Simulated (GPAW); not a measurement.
# Ti2O (P-3m1) in GPAW: a series of runs

Aim: see how the results for Ti2O move with the level of theory and the settings. Levels: LDA, PBEsol. Tasks: equation of state.

All numbers are computed with GPAW 26.7.0; they aren't measurements. Logs are shortened: lines on timing, memory, paths and dates and some standing lists are left out, and cuts for length are marked. The log counts tension as positive stress, the text compression.

## 1. The structure

Symmetry: P-3m1, No. 164, trigonal system. The conventional cell has a = 2.919 Å, b = 2.919 Å, c = 4.713 Å, α = 90.00°, β = 90.00°, γ = 120.00°. Around Ti (site symmetry 3m) lie 3 O at 2.14 Å. O (site symmetry -3m) has 6 Ti at 2.14 Å as nearest neighbours.

## 2. Equation of state, LDA

run.py

```python
from ase import Atoms
from ase.eos import EquationOfState
from ase.io import Trajectory
from ase.units import GPa
from gpaw import GPAW, PW

atoms = Atoms(['Ti', 'Ti', 'O'],
              cell=[[2.9194, 0.0, 0.0],
                    [-1.4597, 2.5282745638, 0.0],
                    [0.0, 0.0, 4.713]],
              scaled_positions=[[0.3333333333, 0.6666666667, 0.72126],
                                [0.6666666667, 0.3333333333, 0.27874],
                                [0.0, 0.0, 0.0]],
              pbc=True)

traj = Trajectory('eos.traj', 'w')
volumes, energies = [], []
for x in [0.94, 0.96, 0.98, 1.0, 1.02, 1.04, 1.06]:
    a = atoms.copy()
    a.set_cell(atoms.cell * x**(1 / 3), scale_atoms=True)
    calc = GPAW(mode=PW(800),
                xc='LDA',
                kpts={'size': (8, 8, 5), 'gamma': True},
                occupations={'name': 'fermi-dirac', 'width': 0.05},
                nbands=29,
                convergence={'density': 1e-05, 'energy': 1e-05},
                maxiter=150,
                txt=f'eos-{x:.2f}.txt')
    a.calc = calc
    energies.append(a.get_potential_energy(force_consistent=True))
    volumes.append(a.get_volume())
    p = -a.get_stress()[:3].mean() / GPa
    calc.write(f'eos-{x:.2f}.gpw')
    traj.write(a)
    print(f'{x:.2f} {volumes[-1]:10.4f} A^3 {energies[-1]:14.6f} eV {p:9.3f} GPa', flush=True)

v0, e0, B = EquationOfState(volumes, energies, eos='birchmurnaghan').fit()
print(f'V0 = {v0:.4f} A^3, E0 = {e0:.6f} eV, B0 = {B / GPa:.2f} GPa')
```

Potentials or basis: the program's PAW data sets (release 1.2.1) made for this functional, pw.

Command:

```console
$ OMP_NUM_THREADS=1 python run.py
```

Output:

```text
__  _  _
 | _ |_)|_||  |
 |__||  | ||/\| - 26.7.0

Input parameters:
  mode=PW(ecut=800.0),
  convergence={'density': 1e-05, 'energy': 1e-05},
  kpts=MonkhorstPack(size=(8, 8, 5), gamma=True),
  maxiter=150,
  nbands=29,
  occupations=Occupations(name='fermi-dirac', width=0.05),
  xc=XC(name='LDA')

Diagonalizing LCAO Hamiltonian
Converting LCAO to pw mode

        Ti

           Ti

       O

Atoms  # Å, Bohr magnetons
|   | symbol |         x |        y |        z |    initial magnetic moments |
|---|--------|-----------|----------|----------|-----------------------------|
| 0 |     Ti | -0.000000 | 1.651108 | 3.329905 | ( 0.0000,  0.0000,  0.0000) |
| 1 |     Ti |  1.429902 | 0.825554 | 1.286884 | ( 0.0000,  0.0000,  0.0000) |
| 2 |      O |  0.000000 | 0.000000 | 0.000000 | ( 0.0000,  0.0000,  0.0000) |

Unit cell  # Å
| periodic |         x |        y |        z |  lengths |     angles |
|----------|-----------|----------|----------|----------|------------|
|      yes |  2.859804 | 0.000000 | 0.000000 | 2.859804 |  90.000000 |
|      yes | -1.429902 | 2.476663 | 0.000000 | 2.859804 |  90.000000 |
|      yes |  0.000000 | 0.000000 | 4.616789 | 4.616789 | 120.000000 |

Number of symmetries: 12
Symmetry operations  # r_c * U_cc + t_c -> r_c
|    | kind |            matrix            |
|----|------|------------------------------|
|  0 |  σ   |  1, 1, 0,  0,-1, 0,  0, 0, 1 |
|  1 |  S6  |  1, 1, 0, -1, 0, 0,  0, 0,-1 |
|  2 |  E   |  1, 0, 0,  0, 1, 0,  0, 0, 1 |
|  3 |  C2  |  1, 0, 0, -1,-1, 0,  0, 0,-1 |
|  4 |  C2  |  0, 1, 0,  1, 0, 0,  0, 0,-1 |
|  5 |  C3  |  0, 1, 0, -1,-1, 0,  0, 0, 1 |
|  6 |  S6  |  0,-1, 0,  1, 1, 0,  0, 0,-1 |
|  7 |  σ   |  0,-1, 0, -1, 0, 0,  0, 0, 1 |
|  8 |  σ   | -1, 0, 0,  1, 1, 0,  0, 0, 1 |
|  9 |  i   | -1, 0, 0,  0,-1, 0,  0, 0,-1 |
| 10 |  C3  | -1,-1, 0,  1, 0, 0,  0, 0, 1 |
| 11 |  C2  | -1,-1, 0,  0, 1, 0,  0, 0,-1 |

BZ-sampling:
  Number of BZ points: 320
  Number of IBZ points: 40

  Monkhorst-Pack size: [8, 8, 5]
  Monkhorst-Pack shift: [0.0625, 0.0625, 0.0]

K-points  # in reciprocal-cell coordinates
|     |                                coordinates |     weight |
|-----|--------------------------------------------|------------|
|   0 | (  0.00000000,   0.00000000,   0.00000000) | 0.00312500 |
|   1 | (  0.00000000,   0.00000000,   0.20000000) | 0.00625000 |
|   2 | (  0.00000000,   0.00000000,   0.40000000) | 0.00625000 |
|   3 | (  0.12500000,   0.00000000,  -0.40000000) | 0.01875000 |
|   4 | (  0.12500000,   0.00000000,  -0.20000000) | 0.01875000 |
|   5 | (  0.12500000,   0.00000000,   0.00000000) | 0.01875000 |
|   6 | (  0.12500000,   0.00000000,   0.20000000) | 0.01875000 |
|   7 | (  0.12500000,   0.00000000,   0.40000000) | 0.01875000 |
|   8 | (  0.25000000,  -0.12500000,   0.00000000) | 0.01875000 |
|   9 | (  0.25000000,  -0.12500000,   0.20000000) | 0.03750000 |
| ... |                                            |            |
|  39 | (  0.50000000,   0.50000000,   0.40000000) | 0.01875000 |

Plane wave coefficients: 1725
Cutoff: 800.0 eV

Spin-components: 1 (collinear spins)
Bands:           29
Projectors:      17
Spin-degeneracy: 2
Datatype:        complex128

Parallelization:
  kpt:    1
  domain: 1
  band:   1

Density:
  Valence electrons: 30.0
  Components: 1
  Grid points: [20 20 32]
  Charge: 0.0  # |e|

Potential:
  Grid points: [20 20 32]

species:
  Ti:
    name:    Titanium
    Z:       22.0
    valence: 12
    core:    10
    charge:  0.0  # [|e|]
    compensation charges:
      type: gauss
      rc: 0.38  # [Å]
      lmax: 2
    cutoffs:
      filter: 2.23  # [Å]
      core: 1.02  # [Å]
    projectors
    | kind |    occ | energy [eV] | rcut [Å] |
    |------|--------|-------------|----------|
    |   3s |  2.000 |     -62.257 |    1.270 |
    |   4s |  2.000 |      -4.593 |    1.270 |
    |   3p |  6.000 |     -38.791 |    1.058 |
    |   4p |  0.000 |      -1.536 |    1.058 |
    |   3d |  2.000 |      -4.463 |    1.058 |
    |    d |        |      22.748 |    1.058 |

    Using partial waves for Ti as LCAO basis

  O:
    name:    Oxygen
    Z:       8.0
    valence: 6
    core:    2
    charge:  0.0  # [|e|]
    compensation charges:
      type: gauss
      rc: 0.21  # [Å]
      lmax: 2
    cutoffs:
      filter: 1.17  # [Å]
      core: 0.83  # [Å]
    projectors
    | kind |    occ | energy [eV] | rcut [Å] |
    |------|--------|-------------|----------|
    |   2s |  2.000 |     -23.752 |    0.688 |
    |   2p |  4.000 |      -9.195 |    0.598 |
    |    s |        |       3.459 |    0.688 |
    |    p |        |      18.016 |    0.598 |
    |    d |        |       0.000 |    0.619 |

    Using partial waves for O as LCAO basis

Reference energy: -48375.806187  # eV

eigensolver:
  PPCG
  Converge bands: occupied
  niter=2

density mixing:
  MSR1-Mixer
  Pratt-step length: 0.05
  Maximum mixing coefficient: 0.75
  Old densities: 10
  SVD Regularization: 0.005
  Good broyden scale: 1.0
  Trust region scale: 1.0
  Backstep threshold: 4.0
  History deletion threshold: 6.0
  Fourier metric: weight=20.0, sigma=0.015

occupation numbers:
  Fermi-Dirac:
    width: 0.0500  # eV

poisson solver:
  ecut: 6400.0  # eV

xc functional:
  name: None

convergence criteria:
- Maximum integral of absolute [dens]ity change: 1e-05 electrons / valence electron
- Maximum [total energy] change in last 3 cyles: 1e-05 eV / valence electron
- Maximum integral of absolute [eigenst]ate change: 4e-08 eV^2 / valence electron
maximum number of iterations: 150

SCF iterations
|iter     | |      energy | eigst |  dens |
|---------|-|-------------|-------|-------|
|iter:   1| |  -28.002081 | +0.23 |       |
|iter:   2| |  -27.658277 | -2.19 | -1.08 |
|iter:   3| |  -26.677604 | -1.20 | -1.13 |
|iter:   4| |  -26.675955 | -3.15 | -1.76 |
|iter:   5| |  -26.679300 | -3.10 | -2.06 |
|iter:   6| |  -26.678203 | -3.92 | -2.60 |
|iter:   7| |  -26.678265 | -4.96 | -3.11 |
|iter:   8| |  -26.678271c| -6.39 | -3.83 |
|iter:   9| |  -26.678272c| -7.64c| -4.32 |
|iter:  10| |  -26.678272c| -8.43c| -5.31c|

Converged in 10 steps
Energy contributions relative to reference atoms: (reference = -48375.806187)

Energy contributions:
  Kinetic:          39.175783
  Coulomb:         -36.203868
  Zero:              0.164862
  External:          0.000000
  Xc:              -29.812221
  Entropy:          -0.005654
  Spinorbit:         0.000000
  ----------------------------
  Free energy:     -26.681099
  Extrapolated:    -26.678272

dipole moment: (-3.997923, -6.924606, -12.908277)  # |e|*Ang

Fermi level: 11.427
Eigenvalues  # (at kpt = [0.000, 0.000, 0.000])
| band index |      eig [eV] | occ [0-2] |
|------------|---------------|-----------|
|          0 |       -45.038 |     2.000 |
|        ... |               |           |
|          6 |       -21.098 |     2.000 |
|          7 |       -21.098 |     2.000 |
|          8 |        -9.626 |     2.000 |
|          9 |         3.456 |     2.000 |
|         10 |         5.351 |     2.000 |
|         11 |         5.351 |     2.000 |
|         12 |         7.897 |     2.000 |
|         13 |        10.970 |     2.000 |
|         14 |        11.763 |     0.002 |
|         15 |        11.853 |     0.000 |
|         16 |        11.853 |     0.000 |
|         17 |        12.393 |     0.000 |
|         18 |        12.393 |     0.000 |
|         19 |        12.816 |     0.000 |
|         20 |        12.816 |     0.000 |
|         21 |        15.949 |     0.000 |
|        ... |               |           |
|         28 |        29.354 |     0.000 |

No gap
No difference between direct/indirect transitions

Stress tensor  # eV/Ang^3
|         x |         y |         z |
|-----------|-----------|-----------|
| -0.075347 | -0.000000 |  0.000000 |
|  0.000000 | -0.075347 |  0.000000 |
|  0.000000 |  0.000000 | -0.109672 |

# Writing to eos-0.94.gpw (mode='')
```

Wall time 4.9 min (1 thread of Intel Xeon at 2.70GHz, shared host); peak memory 0.32 GiB.

What came out:

```yaml
Equilibrium_volume: 11.57 Å³/atom
Bulk_modulus_at_fixed_shape_and_positions: 214 GPa
Pressure_derivative_of_the_bulk_modulus: 4.2
```

Energy against volume, from the lowest point:
```tsv
volume (Å³/atom)	energy (meV/atom)
10.900	28.33
11.132	11.58
11.364	2.38
11.596	0.00
11.828	3.78
12.059	13.03
12.291	27.30
```

Caveat: the cell was scaled at fixed shape and fractional positions, which overstates the stiffness of a crystal with free parameters, most of all of layers and chains.

## 3. Equation of state, PBEsol

run.py, as its differences from that of step 2:

```diff
@@ -4,3 +4,5 @@
 from ase.units import GPa
-from gpaw import GPAW, PW
+from gpaw import GPAW, PW, setup_paths
+
+setup_paths.insert(0, '.')
 
@@ -21,3 +23,3 @@
     calc = GPAW(mode=PW(800),
-                xc='LDA',
+                xc='PBEsol',
                 kpts={'size': (8, 8, 5), 'gamma': True},
```

Potentials or basis: PAW data sets generated in the run's folder for this functional, pw.

Command:

```console
$ gpaw-setup -f PBEsol O Ti
$ OMP_NUM_THREADS=1 python run.py
```

Output:

```text
__  _  _
 | _ |_)|_||  |
 |__||  | ||/\| - 26.7.0

Input parameters:
  mode=PW(ecut=800.0),
  convergence={'density': 1e-05, 'energy': 1e-05},
  kpts=MonkhorstPack(size=(8, 8, 5), gamma=True),
  maxiter=150,
  nbands=29,
  occupations=Occupations(name='fermi-dirac', width=0.05),
  xc=XC(name='PBEsol')

Diagonalizing LCAO Hamiltonian
Converting LCAO to pw mode

        Ti

           Ti

       O

Atoms  # Å, Bohr magnetons
|   | symbol |         x |        y |        z |    initial magnetic moments |
|---|--------|-----------|----------|----------|-----------------------------|
| 0 |     Ti | -0.000000 | 1.651108 | 3.329905 | ( 0.0000,  0.0000,  0.0000) |
| 1 |     Ti |  1.429902 | 0.825554 | 1.286884 | ( 0.0000,  0.0000,  0.0000) |
| 2 |      O |  0.000000 | 0.000000 | 0.000000 | ( 0.0000,  0.0000,  0.0000) |

Unit cell  # Å
| periodic |         x |        y |        z |  lengths |     angles |
[... 158 lines left out ...]
|iter:   3| |  -25.272979 | -1.18 | -1.12 |
|iter:   4| |  -25.274836 | -3.16 | -1.76 |
|iter:   5| |  -25.279384 | -3.11 | -2.07 |
|iter:   6| |  -25.278567 | -4.06 | -2.68 |
|iter:   7| |  -25.278637 | -5.00 | -3.12 |
|iter:   8| |  -25.278643c| -6.30 | -3.80 |
|iter:   9| |  -25.278644c| -7.54c| -4.28 |
|iter:  10| |  -25.278644c| -8.87c| -5.35c|

Converged in 10 steps
Energy contributions relative to reference atoms: (reference = -48429.462232)

Energy contributions:
  Kinetic:          39.908257
  Coulomb:         -37.058166
  Zero:              0.246404
  External:          0.000000
  Xc:              -28.372398
  Entropy:          -0.005482
  Spinorbit:         0.000000
  ----------------------------
  Free energy:     -25.281384
  Extrapolated:    -25.278644

dipole moment: (-4.006817, -6.940011, -12.936994)  # |e|*Ang

Fermi level: 11.655
Eigenvalues  # (at kpt = [0.000, 0.000, 0.000])
| band index |      eig [eV] | occ [0-2] |
|------------|---------------|-----------|
|          0 |       -45.166 |     2.000 |
|        ... |               |           |
|          6 |       -21.029 |     2.000 |
|          7 |       -21.029 |     2.000 |
|          8 |        -9.644 |     2.000 |
|          9 |         3.649 |     2.000 |
|         10 |         5.562 |     2.000 |
|         11 |         5.562 |     2.000 |
[... 8 lines left out ...]
|         20 |        13.070 |     0.000 |
|         21 |        16.195 |     0.000 |
|        ... |               |           |
|         28 |        29.575 |     0.000 |

No gap
No difference between direct/indirect transitions

Stress tensor  # eV/Ang^3
|         x |         y |         z |
|-----------|-----------|-----------|
| -0.116740 | -0.000000 |  0.000000 |
| -0.000000 | -0.116740 |  0.000000 |
|  0.000000 |  0.000000 | -0.156764 |

# Writing to eos-0.94.gpw (mode='')
```

stdout:

```text
0.94    32.6997 A^3     -25.281384 eV    20.841 GPa
0.96    33.3954 A^3     -25.361318 eV    15.092 GPa
0.98    34.0911 A^3     -25.417534 eV     9.907 GPa
1.00    34.7869 A^3     -25.452335 eV     5.229 GPa
1.02    35.4826 A^3     -25.467715 eV     1.006 GPa
1.04    36.1783 A^3     -25.465786 eV    -2.801 GPa
1.06    36.8741 A^3     -25.447959 eV    -6.241 GPa
V0 = 35.7438 A^3, E0 = -25.468961 eV, B0 = 198.67 GPa
```

eos-0.96.txt:

```text
SCF iterations
|iter     | |      energy | eigst |  dens |
|---------|-|-------------|-------|-------|
|iter:   1| |  -26.684622 | +0.21 |       |
|iter:   2| |  -26.341646 | -2.25 | -1.07 |
|iter:   3| |  -25.353529 | -1.18 | -1.12 |
|iter:   4| |  -25.354965 | -3.15 | -1.75 |
|iter:   5| |  -25.359452 | -3.10 | -2.06 |
[... 43 lines left out ...]
|         20 |        12.753 |     0.000 |
|         21 |        15.778 |     0.000 |
|        ... |               |           |
|         28 |        29.029 |     0.000 |

No gap
No difference between direct/indirect transitions

Stress tensor  # eV/Ang^3
|         x |         y |         z |
|-----------|-----------|-----------|
| -0.081839 | -0.000000 |  0.000000 |
| -0.000000 | -0.081839 |  0.000000 |
|  0.000000 |  0.000000 | -0.118915 |

# Writing to eos-0.96.gpw (mode='')
```

Run time: 5.1 min. Hardware: 1 thread of Intel Xeon at 2.70GHz, shared host; peak memory 0.32 GiB.

Results:

```yaml
Equilibrium_volume: 11.91 Å³/atom
Bulk_modulus_at_fixed_shape_and_positions: 199 GPa
Pressure_derivative_of_the_bulk_modulus: 4.2
```

Energy against volume, from the lowest point:
| volume (Å³/atom) | energy (meV/atom) |
| --- | --- |
| 10.900 | 62.11 |
| 11.132 | 35.47 |
| 11.364 | 16.73 |
| 11.596 | 5.13 |
| 11.828 | 0.00 |
| 12.059 | 0.64 |
| 12.291 | 6.59 |

Caveat: the cell was scaled at fixed shape and fractional positions, which overstates the stiffness of a crystal with free parameters, most of all of layers and chains.
